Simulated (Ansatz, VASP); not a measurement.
**Te: VASP beside Ansatz**

```
Te
1.0
     2.30590    1.33131    1.69095
    -2.30590    1.33131    1.69095
     0.00000   -2.66263    1.69095
Te
1
Direct
  0.50000 0.50000 0.50000
```

Alike in both runs: task single point; functional PBEsol; k mesh 9 × 9 × 9; occupations fermi-dirac, width 0.05 eV; no spin polarisation.

```csv
,VASP,Ansatz
version,VASP 6.6.1,Ansatz 0.2.0
potentials or method,"VASP PAW PBE potentials, release 64 (Te), cutoff 520 eV","all-electron LAPW, scalar-relativistic"
```

|  | VASP | Ansatz | Ansatz less VASP |
| --- | --- | --- | --- |
| gap on the k mesh at the Fermi level (eV) | none | none | - |
| pressure (GPa) | 0.0 | -0.1 | -0.03 |
| largest component of the traceless stress (GPa) | 0.10 | 0.11 | +0.013 |

A gap of «none» marks a metal or a gap that the smearing closes. Ansatz ran all-electron here, so the differences hold the error of VASP's frozen core and of both bases.

Caveats: the PAW data sets were made with another functional, which shifts forces and pressure a little (VASP). Spin-orbit coupling is left out, which matters for the levels of Te.
